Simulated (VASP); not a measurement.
Input of a VASP 6.6.1 run:

Contents of INCAR:

```
PREC = Accurate ; ENCUT = 600
EDIFF = 1E-6 ; ISMEAR = 0
SIGMA = 0.03 ; LREAL = F
LASPH = T ; NELM = 80
ALGO = Normal ; ISIF = 3
LWAVE = F ; LCHARG = F
GGA = PS ; IBRION = 2
NSW = 90 ; EDIFFG = -0.01
```

File KPOINTS:

```
regular mesh
0
Gamma
  12 12 12
```

POSCAR

```
Si
1.0
    0.0000000000      2.7135600000      2.7135600000
    2.7135600000      0.0000000000      2.7135600000
    2.7135600000      2.7135600000      0.0000000000
Si
2
Direct
    0.0000000000      0.0000000000      0.0000000000
    0.2500000000      0.2500000000      0.2500000000
```

Potentials or basis: VASP PAW PBE potentials, release 64 (Si).

Command:

```sh
$ cat potpaw_PBE.64/Si/POTCAR > POTCAR
$ mpirun -np 1 vasp_std > vasp.out
```

(1) Estimate the relaxed cell.

(2) Predict the space group after relaxing (to 0.05 Å).

## Answers

(1) a = 3.844 Å, b = 3.844 Å, c = 3.844 Å, α = 60.00°, β = 60.00°, γ = 60.00°.

(2) Fd-3m (No. 227).
